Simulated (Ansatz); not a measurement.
**Co: equilibrium volume by level of theory**

```xyz
2
Lattice="2.4720 0.0000 0.0000 -1.2360 2.1408 0.0000 0.0000 0.0000 4.0211" Properties=species:S:1:pos:R:3 pbc="T T T"
Co    1.2360    0.7136    3.0159
Co    0.0000    1.4272    1.0053
```

| rung | level | program and potentials | cutoff (eV) | k mesh | smearing | core time | chip | equilibrium volume (Å³/atom) | notes |
| --- | --- | --- | --- | --- | --- | --- | --- | --- | --- |
| GGA + dispersion | PBE+D4 | Ansatz, Ansatz PAW | 420 | 12 × 12 × 7 | fermi-dirac 0.05 | 32 s | Intel Xeon | 10.58 | - |
| GGA + dispersion | revPBE+D3(BJ) | Ansatz, Ansatz PAW | 420 | 12 × 12 × 7 | fermi-dirac 0.05 | 32 s | Intel Xeon | 10.47 | potentials made for PBE, which Ansatz adapts in part |
| GGA + dispersion | PBE+D3(BJ) | Ansatz, Ansatz PAW | 420 | 12 × 12 × 7 | fermi-dirac 0.05 | 34 s | Intel Xeon | 10.55 | - |
| LDA | LDA | Ansatz, Ansatz PAW | 420 | 12 × 12 × 7 | fermi-dirac 0.05 | 35 s | Arm Neoverse V1 | 10.00 | potentials made for PBE, which Ansatz adapts in part |
| GGA + dispersion | revPBE+D4 | Ansatz, Ansatz PAW | 420 | 12 × 12 × 7 | fermi-dirac 0.05 | 36 s | Intel Xeon | 10.55 | potentials made for PBE, which Ansatz adapts in part |
| GGA | revPBE | Ansatz, Ansatz PAW | 420 | 12 × 12 × 7 | fermi-dirac 0.05 | 41 s | Intel Xeon | 11.10 | potentials made for PBE, which Ansatz adapts in part |
| GGA + dispersion | BLYP+D4 | Ansatz, Ansatz PAW | 420 | 12 × 12 × 7 | fermi-dirac 0.05 | 44 s | Intel Xeon | 10.71 | potentials made for PBE, which Ansatz adapts in part |
| GGA | RPBE | Ansatz, Ansatz PAW | 420 | 12 × 12 × 7 | fermi-dirac 0.05 | 45 s | Intel Xeon | 11.19 | potentials made for PBE, which Ansatz adapts in part |
| GGA + dispersion | RPBE+D3(BJ) | Ansatz, Ansatz PAW | 420 | 12 × 12 × 7 | fermi-dirac 0.05 | 47 s | Intel Xeon | 9.72 | potentials made for PBE, which Ansatz adapts in part |
| GGA | PBE | Ansatz, Ansatz PAW | 420 | 12 × 12 × 7 | fermi-dirac 0.05 | 47 s | Intel Xeon | 10.87 | - |
| GGA + dispersion | PBEsol+D4 | Ansatz, Ansatz PAW | 420 | 12 × 12 × 7 | fermi-dirac 0.05 | 47 s | Intel Xeon | 10.21 | potentials made for PBE, which Ansatz adapts in part |
| GGA + dispersion | PBEsol+D3(BJ) | Ansatz, Ansatz PAW | 420 | 12 × 12 × 7 | fermi-dirac 0.05 | 53 s | Intel Xeon | 10.10 | potentials made for PBE, which Ansatz adapts in part |

Times are single runs on shared hosts and different chips, so they are rough; meshes, cutoffs and the tasks' sizes weigh on the time. Task: relaxation of cell and atoms. All rows: collinear spin, ferromagnetic start. Smearing widths are in eV. For a metal such meshes aren't converged. Meshes are those of the run's cell of 2 atoms unless a note names another. Relaxations start from the cell shown or near it and stop with a little pressure left. Runs on faulty files, with rough fits or with known faults for this quantity aren't shown. No row holds spin-orbit coupling.

By rung: LDA 10.00; GGA + dispersion 9.72 to 10.71; GGA 10.87 to 11.19 (Å³/atom).
